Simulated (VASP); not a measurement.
C: relaxation of shape and atoms at fixed volume with r2SCAN

C, a slab with vacuum:

```xyz
2
Lattice="2.4673 0.0000 0.0000 -1.2336 2.1367 0.0000 0.0000 0.0000 18.0000" Properties=species:S:1:pos:R:3 pbc="T T T"
C     0.0000    0.0000    9.0000
C     1.2336    0.7122    9.0000
```

The slab is cut from a database's or a generator's crystal, which needn't be the stable form of the element.

| Quantity | Value |
| --- | --- |
| Program | VASP 6.6.1 |
| Task | relaxation of shape and atoms at fixed volume |
| Functional | r2SCAN |
| Potentials or basis | VASP PAW PBE potentials, release 64 (C) |
| Cutoff | 520 eV |
| k mesh | 18 × 18 × 1 |
| Occupations | gaussian, width 0.05 eV |
| Spin | no spin polarisation |
| Dipole correction | yes |
| Further INCAR settings | ALGO = Normal; EDIFF = 1e-07; IBRION = 2; EDIFFG = -0.003; NSW = 100; ISIF = 4 |

```
Energy gained by relaxing : 1.0 meV/atom
Ionic steps               : 3
Band gap on the k mesh    : none (metal or under the smearing width)
```

Step by step:
| step | energy change (eV) | largest force (eV/Å) | pressure (GPa) |
| --- | --- | --- | --- |
| 1 | 0.0000 | 0.0000 | -0.61 |
| 2 | -0.0019 | 0.0000 | 0.04 |
| 3 | -0.0020 | 0.0000 | -0.02 |

Final structure:
```
C
1.0
     2.45807    0.00000    0.00000
    -1.22904    2.12875    0.00000
     0.00000    0.00000   18.13525
C
2
Direct
  0.00000 0.00000 0.50000
  0.66667 0.33333 0.50000
```

Levels at points of the mesh, in eV from the Fermi level:
```
           k point  band 2  band 3  band 4  band 5  band 6  band 7
(0.00, 0.00, 0.00)   -8.13   -3.24   -3.24    3.63    4.41    4.59
(0.50, 0.00, 0.00)  -14.09   -6.84   -2.53    1.81    7.73   11.70
```

Run time: 7.9 min on 1 thread of AMD EPYC 7R13 Processor (Zen 3), on a shared host, peak memory 0.19 GiB.

Caveat: the PAW data sets were made with another functional, which shifts forces and pressure a little.
